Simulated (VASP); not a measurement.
Write the native input for VASP 6.6.1 that does the following.

- Task: relaxation of cell and atoms
- Functional: PBEsol
- Potentials or basis: VASP PAW PBE potentials, release 64 (B, P)
- Cutoff: 600 eV
- k mesh: 10 × 10 × 10
- Occupations: gaussian, width 0.03 eV
- Spin: no spin polarisation
- Further INCAR settings: ALGO = Normal; EDIFF = 1e-07; IBRION = 2; EDIFFG = -0.005; NSW = 90; ISIF = 3

The structure of BP lies in POSCAR:

```
BP                                      
1.0
   -0.0000000000      2.2605516541      2.2605516541
    2.2605516541      0.0000000000      2.2605516541
    2.2605516541      2.2605516541     -0.0000000000
  B               P             
     1     1
Direct
     0.0000000000000000    0.0000000000000000    0.0000000000000000
     0.2500000000000000    0.2500000000000000    0.2500000000000000
```

One way to write it, as run:

INCAR

```
SYSTEM = BP
PREC = Accurate
ENCUT = 600
EDIFF = 1E-7
ISMEAR = 0
SIGMA = 0.03
LREAL = .FALSE.
LASPH = .TRUE.
NELM = 80
ALGO = Normal
ISIF = 3
LWAVE = .FALSE.
LCHARG = .FALSE.
GGA = PS
IBRION = 2
NSW = 90
EDIFFG = -0.005
```

KPOINTS

```
regular mesh
0
G
  10 10 10
  0 0 0
```

Potentials or basis: VASP PAW PBE potentials, release 64 (B, P).

The run is started by

```console
$ cat potpaw_PBE.64/B/POTCAR potpaw_PBE.64/P/POTCAR > POTCAR
$ mpirun -np 1 vasp_std > vasp.out
```

Results of the run:

```
Pressure after relaxing : 0.0 GPa
Band gap on the k mesh  : 1.12 eV, indirect (least direct gap 3.37 eV)
```

Caveat: the relaxation stopped at its first step, so nothing moved; the PAW data sets were made with another functional, which shifts forces and pressure a little.

Wall time 8.8 s on 1 thread of AMD EPYC 9R45 96-Core Processor (Zen 5), with other jobs on the host, peak memory 0.12 GiB.
